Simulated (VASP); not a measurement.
Calculation: r2SCAN meta-GGA, VASP's PBE PAW potentials (set 64) (plane waves; VASP).

The input files of a VASP run:

**POSCAR**
```
ZrO2
1.0
  3.5910608791   0.0000000000   0.0000000000
  0.0000000000   3.5910608791   0.0000000000
  0.0000000000   0.0000000000   5.1785575153
Zr O
2 4
Cart
  0.0000000000   0.0000000000   0.0000000000
  1.7955304396   1.7955304396   2.5892787576
  3.5910608791   1.7955304396   1.5550178783
  3.5910608791   1.7955304396   4.1442966360
  1.7955304396   0.0000000000   1.0342608793
  1.7955304396   0.0000000000   3.6235396370
```

INCAR:
```
SYSTEM=ZrO2
PREC=Accurate; ENCUT=520; LREAL=.False.
LASPH=.True.
EDIFF=1E-6; NELM=100; ALGO=Normal
LMAXMIX=4; LMIXTAU=.True.
ISMEAR=0; SIGMA=0.05
METAGGA=R2SCAN
IBRION=2; NSW=60; ISIF=3
EDIFFG=-0.02
LWAVE=.False.; LCHARG=.False.
```

KPOINTS:
```
K-points
0
G
  6 6 4
```

POTCAR, in this order: Zr_sv O (PBE.64 set). Program: vasp_std.

What VASP printed:

### OSZICAR
```
...
DAV:   1     0.418321810351E+03    0.41832E+03   -0.28503E+04  1680   0.180E+03
DAV:   2    -0.914675356447E+02   -0.50979E+03   -0.49708E+03  2256   0.471E+02
DAV:   3    -0.121359123510E+03   -0.29892E+02   -0.29786E+02  2424   0.111E+02
DAV:   4    -0.123447325235E+03   -0.20882E+01   -0.20863E+01  2652   0.223E+01
DAV:   5    -0.123483412798E+03   -0.36088E-01   -0.36085E-01  2104   0.264E+00    0.394E+01
DAV:   6    -0.963306175130E+02    0.27153E+02   -0.44351E+01  2056   0.500E+01    0.150E+01
DAV:   7    -0.906186760449E+02    0.57119E+01   -0.35613E+00  2040   0.151E+01    0.440E+00
DAV:   8    -0.966288196447E+02   -0.60101E+01   -0.21333E+00  1780   0.118E+01    0.281E+00
DAV:   9    -0.918246569568E+02    0.48042E+01   -0.13612E+00  1712   0.921E+00    0.458E-01
DAV:  10    -0.916618273431E+02    0.16283E+00   -0.23452E-01  2052   0.355E+00    0.726E-01
DAV:  11    -0.915891749390E+02    0.72652E-01   -0.11287E-02  2384   0.730E-01    0.649E-01
DAV:  12    -0.918195442673E+02   -0.23037E+00   -0.76879E-02  1680   0.267E+00    0.200E-01
DAV:  13    -0.918644381244E+02   -0.44894E-01   -0.23478E-02  2136   0.129E+00    0.157E-01
DAV:  14    -0.918640061301E+02    0.43199E-03   -0.20522E-03  2240   0.364E-01    0.106E-01
DAV:  15    -0.918711609723E+02   -0.71548E-02   -0.26960E-03  1680   0.530E-01    0.523E-02
DAV:  16    -0.918717074442E+02   -0.54647E-03   -0.52449E-04  1752   0.166E-01    0.373E-02
DAV:  17    -0.918715440963E+02    0.16335E-03   -0.47629E-05  2124   0.640E-02    0.367E-02
DAV:  18    -0.918718499098E+02   -0.30581E-03   -0.12265E-04  1680   0.101E-01    0.635E-03
DAV:  19    -0.918718595231E+02   -0.96133E-05   -0.89952E-06  1980   0.255E-02    0.450E-03
DAV:  20    -0.918718620168E+02   -0.24937E-05   -0.72206E-07   936   0.746E-03    0.264E-03
DAV:  21    -0.918718660853E+02   -0.40685E-05   -0.27341E-06  1328   0.127E-02    0.172E-03
DAV:  22    -0.918718660907E+02   -0.54688E-08   -0.16215E-07   840   0.319E-03
   1 F= -.91871866E+02 E0= -.91871866E+02  d E =-.918719E+02
       N       E                     dE             d eps       ncg     rms          rms(c)
DAV:   1    -0.921325702854E+02   -0.26070E+00   -0.11159E+01  1680   0.296E+01    0.625E+00
DAV:   2    -0.919147383446E+02    0.21783E+00   -0.10447E+00  2008   0.702E+00    0.257E+00
DAV:   3    -0.918544284880E+02    0.60310E-01   -0.15884E-01  2068   0.317E+00    0.413E-01
DAV:   4    -0.918557609147E+02   -0.13324E-02   -0.35670E-02  2680   0.130E+00    0.460E-01
DAV:   5    -0.918451775888E+02    0.10583E-01   -0.38848E-02  2112   0.139E+00    0.267E-01
DAV:   6    -0.918563857642E+02   -0.11208E-01   -0.46999E-03  2112   0.606E-01    0.164E-01
DAV:   7    -0.918573838318E+02   -0.99807E-03   -0.34149E-03  2184   0.452E-01    0.397E-02
DAV:   8    -0.918586047200E+02   -0.12209E-02   -0.44432E-04  1712   0.212E-01    0.178E-02
DAV:   9    -0.918585366024E+02    0.68118E-04   -0.33722E-05  1940   0.553E-02    0.170E-02
DAV:  10    -0.918585745534E+02   -0.37951E-04   -0.37780E-05  2112   0.573E-02    0.546E-03
DAV:  11    -0.918586010353E+02   -0.26482E-04   -0.15403E-05  1920   0.359E-02    0.767E-04
DAV:  12    -0.918586011835E+02   -0.14821E-06   -0.65907E-07   852   0.682E-03
   2 F= -.91858601E+02 E0= -.91858601E+02  d E =0.132649E-01
       N       E                     dE             d eps       ncg     rms          rms(c)
DAV:   1    -0.919874014372E+02   -0.12880E+00   -0.41399E+00  1680   0.179E+01    0.386E+00
DAV:   2    -0.919011563809E+02    0.86245E-01   -0.37422E-01  1924   0.427E+00    0.154E+00
DAV:   3    -0.918803596229E+02    0.20797E-01   -0.59715E-02  2232   0.194E+00    0.247E-01
DAV:   4    -0.918803930765E+02   -0.33454E-04   -0.10491E-02  2276   0.718E-01    0.279E-01
DAV:   5    -0.918816683397E+02   -0.12753E-02   -0.23797E-02  1964   0.981E-01    0.254E-01
DAV:   6    -0.918815151616E+02    0.15318E-03   -0.34976E-03  2028   0.441E-01    0.135E-01
DAV:   7    -0.918811356425E+02    0.37952E-03   -0.43590E-04  2176   0.148E-01    0.889E-02
DAV:   8    -0.918815768670E+02   -0.44122E-03   -0.10638E-03  1972   0.258E-01    0.188E-02
DAV:   9    -0.918815595579E+02    0.17309E-04   -0.44740E-05  2072   0.573E-02    0.117E-02
DAV:  10    -0.918815701548E+02   -0.10597E-04   -0.77955E-06  1808   0.236E-02    0.393E-03
DAV:  11    -0.918815774624E+02   -0.73076E-05   -0.52640E-06  1680   0.218E-02    0.375E-03
DAV:  12    -0.918815779534E+02   -0.49101E-06   -0.95671E-07   956   0.711E-03
   3 F= -.91881578E+02 E0= -.91881578E+02  d E =-.971186E-02
       N       E                     dE             d eps       ncg     rms          rms(c)
DAV:   1    -0.918825592967E+02   -0.98183E-03   -0.12767E-01  1680   0.282E+00    0.200E-01
DAV:   2    -0.918821528555E+02    0.40644E-03   -0.21884E-03  1840   0.345E-01    0.117E-01
DAV:   3    -0.918820543646E+02    0.98491E-04   -0.81116E-04  2044   0.260E-01    0.239E-02
DAV:   4    -0.918820961557E+02   -0.41791E-04   -0.17093E-04  1752   0.125E-01    0.147E-02
DAV:   5    -0.918820982478E+02   -0.20922E-05   -0.59126E-05  1788   0.743E-02    0.817E-03
DAV:   6    -0.918820993129E+02   -0.10651E-05   -0.50964E-05  1700   0.690E-02    0.205E-03
DAV:   7    -0.918821085585E+02   -0.92456E-05   -0.13691E-05  1684   0.335E-02    0.134E-03
DAV:   8    -0.918821088244E+02   -0.26590E-06   -0.73436E-07   860   0.756E-03
   4 F= -.91882109E+02 E0= -.91882109E+02  d E =-.530871E-03
       N       E                     dE             d eps       ncg     rms          rms(c)
DAV:   1    -0.918821574946E+02   -0.48936E-04   -0.99954E-03  1680   0.790E-01    0.558E-02
DAV:   2    -0.918821263894E+02    0.31105E-04   -0.17189E-04  1848   0.965E-02    0.328E-02
DAV:   3    -0.918821193337E+02    0.70557E-05   -0.63147E-05  2068   0.727E-02    0.661E-03
DAV:   4    -0.918821215169E+02   -0.21832E-05   -0.13649E-05  1760   0.354E-02    0.407E-03
DAV:   5    -0.918821215906E+02   -0.73751E-07   -0.49783E-06  1772   0.217E-02
   5 F= -.91882122E+02 E0= -.91882122E+02  d E =-.543637E-03
       N       E                     dE             d eps       ncg     rms          rms(c)
DAV:   1    -0.918823539692E+02   -0.23245E-03   -0.10032E-01  1680   0.203E+00    0.539E-02
DAV:   2    -0.918824103919E+02   -0.56423E-04   -0.18475E-03  1928   0.273E-01    0.342E-02
DAV:   3    -0.918823909380E+02    0.19454E-04   -0.11340E-04  2196   0.798E-02    0.219E-02
DAV:   4    -0.918823847042E+02    0.62338E-05   -0.59703E-05  1944   0.659E-02    0.126E-02
DAV:   5    -0.918823490467E+02    0.35657E-04   -0.97425E-05  1680   0.102E-01    0.314E-03
DAV:   6    -0.918823806308E+02   -0.31584E-04   -0.88008E-05  1680   0.910E-02    0.337E-03
DAV:   7    -0.918823920440E+02   -0.11413E-04   -0.51146E-06  1488   0.189E-02    0.974E-04
DAV:   8    -0.918823926148E+02   -0.57081E-06   -0.24984E-07   840   0.450E-03
   6 F= -.91882393E+02 E0= -.91882393E+02  d E =-.271024E-03
       N       E                     dE             d eps       ncg     rms          rms(c)
DAV:   1    -0.918826183811E+02   -0.22634E-03   -0.90205E-01  1680   0.608E+00    0.161E-01
DAV:   2    -0.918829948975E+02   -0.37652E-03   -0.16399E-02  1936   0.812E-01    0.104E-01
DAV:   3    -0.918827716293E+02    0.22327E-03   -0.10002E-03  2196   0.248E-01    0.650E-02
DAV:   4    -0.918827035718E+02    0.68057E-04   -0.62526E-04  1888   0.216E-01    0.384E-02
DAV:   5    -0.918825199478E+02    0.18362E-03   -0.76283E-04  1680   0.283E-01    0.126E-02
DAV:   6    -0.918826836466E+02   -0.16370E-03   -0.65971E-04  1680   0.247E-01    0.105E-02
DAV:   7    -0.918828144377E+02   -0.13079E-03   -0.58743E-05  1704   0.669E-02    0.268E-03
DAV:   8    -0.918828163970E+02   -0.19593E-05   -0.17692E-06  1428   0.962E-03    0.241E-03
DAV:   9    -0.918828184561E+02   -0.20591E-05   -0.21096E-06  1168   0.145E-02    0.444E-04
DAV:  10    -0.918828186477E+02   -0.19163E-06   -0.30308E-07   840   0.495E-03
   7 F= -.91882819E+02 E0= -.91882819E+02  d E =-.697057E-03
```

**OUTCAR**
```
------------------------ aborting loop because EDIFF is reached ----------------------------------------
  FORCE on cell =-STRESS in cart. coord.  units (eV):
  Direction    XX          YY          ZZ          XY          YZ          ZX
  --------------------------------------------------------------------------------------
  Total        0.0701925      0.0701925      0.0773668      0.0000000      0.0000000     -0.0000000
  in kB        1.6593001      1.6593001      1.8288946      0.0000000      0.0000000     -0.0000000
  external PRESSURE =       1.7158316 kB  Pullay stress =       0.0000000 kB
  volume of cell :       67.78
      direct lattice vectors                 reciprocal lattice vectors
     3.602439423  0.000000000 -0.000000000     0.277589678  0.000000000  0.000000000
     0.000000000  3.602439423  0.000000000     0.000000000  0.277589678  0.000000000
    -0.000000000  0.000000000  5.222555146     0.000000000  0.000000000  0.191477155
 POSITION                                       TOTAL-FORCE (eV/Angst)
 -----------------------------------------------------------------------------------
      0.00000      0.00000      0.00000        -0.000000      0.000000      0.000000
      1.80122      1.80122      2.61128        -0.000000     -0.000000      0.000000
     -0.00000      1.80122      1.57725        -0.000000     -0.000000      0.002708
     -0.00000      1.80122      4.18853        -0.000000     -0.000000      0.002708
      1.80122      0.00000      1.03403         0.000000      0.000000     -0.002708
      1.80122      0.00000      3.64531         0.000000      0.000000     -0.002708
 -----------------------------------------------------------------------------------
    total drift:                                0.000000      0.000000     -0.000000
  FREE ENERGIE OF THE ION-ELECTRON SYSTEM (eV)
  ---------------------------------------------------
  free  energy   TOTEN  =       -91.8828186477 eV

  energy  without entropy=      -91.8828186477  energy(sigma->0) =      -91.88281865

 reached required accuracy - stopping structural energy minimisation
```
(Selected blocks of OUTCAR.)

CONTCAR:
```
ZrO2
   1.00000000000000
     3.6024394230277141    0.0000000000000000   -0.0000000000000000
     0.0000000000000000    3.6024394230277141    0.0000000000000000
    -0.0000000000000000    0.0000000000000000    5.2225551463833728
  Zr              O
     2     4
Direct
     0.0000000000000000    0.0000000000000000    0.0000000000000000
     0.5000000000000000    0.5000000000000000    0.5000000000000000
     0.0000000000000000    0.5000000000000000    0.3020069730062880
     0.0000000000000000    0.5000000000000000    0.8020069730062879
     0.5000000000000000    0.0000000000000000    0.1979930269937120
     0.5000000000000000    0.0000000000000000    0.6979930269937121
```

The structure comes from a computed database's ZrO2 entry (P4_2/nmc); how it stands against other phases isn't given here. This run relaxes it. Symmetry was kept, so distortions that lower it aren't found. The start is the result of an earlier pass.
